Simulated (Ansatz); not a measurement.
**Structural energy differences of palladium**

All numbers below come from DFT, PBE, plane waves (420 eV) with PAW, scalar-relativistic (Ansatz).

Each structure is relaxed within its own symmetry, so a high-lying one may be dynamically unstable.

| structure | ΔE (meV/atom) | V (Å³/atom) | cell | magnetic state |
| --- | --- | --- | --- | --- |
| fcc | 0 | 15.37 | a = 3.947 Å | spin not included |
| dhcp | 14 | 15.39 | a = 2.784 Å, c = 9.175 Å (c/a = 3.296) | spin not included |
| hcp | 30 | 15.44 | a = 2.776 Å, c = 4.626 Å (c/a = 1.666) | spin not included |
| bcc | 46 | 15.46 | a = 3.139 Å | non-magnetic |
| omega (AlB2-type) | 107 | 15.70 | a = 4.504 Å, c = 2.680 Å (c/a = 0.595) | spin not included |
| A15 | 123 | 15.79 | a = 5.018 Å | spin not included |
| simple cubic | 509 | 17.89 | a = 2.616 Å | spin not included |
| diamond | 1132 | 24.50 | a = 5.808 Å | ferromagnetic, net 0.47 μB per atom |

ΔE counts from fcc.

Differences under about 8 meV lie within the error of the k-point mesh.
